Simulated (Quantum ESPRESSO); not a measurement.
WC (Qusongite): zone-centre phonons under several settings

```
W C
1.0
     2.90650    0.00000    0.00000
    -1.45325    2.51710    0.00000
     0.00000    0.00000    2.83660
W C
1 1
Direct
  0.00000 0.00000 0.00000
  0.66667 0.33333 0.50000
```

All runs used Quantum ESPRESSO 7.5; potentials GBRV 1.5 PBE; k mesh 7 × 7 × 6; no spin polarisation; cutoff 762 eV; occupations cold, width 0.2 eV.

```tsv
level	geometry	volume (Å³/atom)	pressure (GPa)	lowest optical mode without the field (cm⁻¹)	highest optical mode without the field (cm⁻¹)
PBE	relaxed at 0 GPa	10.56	0.0	571	614
PBE	relaxed at 2 GPa	10.50	2.0	578	618
PBE	relaxed at 5 GPa	10.42	5.0	588	625
PBE	relaxed at 10 GPa	10.30	10.0	604	635
PBE	relaxed at 15 GPa	?	15.0	?	?
```

What stands in the row left open?

Volume 10.18 Å³/atom; lowest optical mode without the field 619 cm⁻¹; highest optical mode without the field 645 cm⁻¹.

Caveats: all runs use coarse meshes; the mesh is thin for the phonons of a metal; the cell is more than 3 GPa from zero pressure, which shifts response properties (some runs).

For the row left open. Caveat: the k mesh is coarse (spacing up to 0.37 Å⁻¹), so the values aren't converged; the mesh is thin for the phonons of a metal; the cell is more than 3 GPa from zero pressure, which shifts response properties.
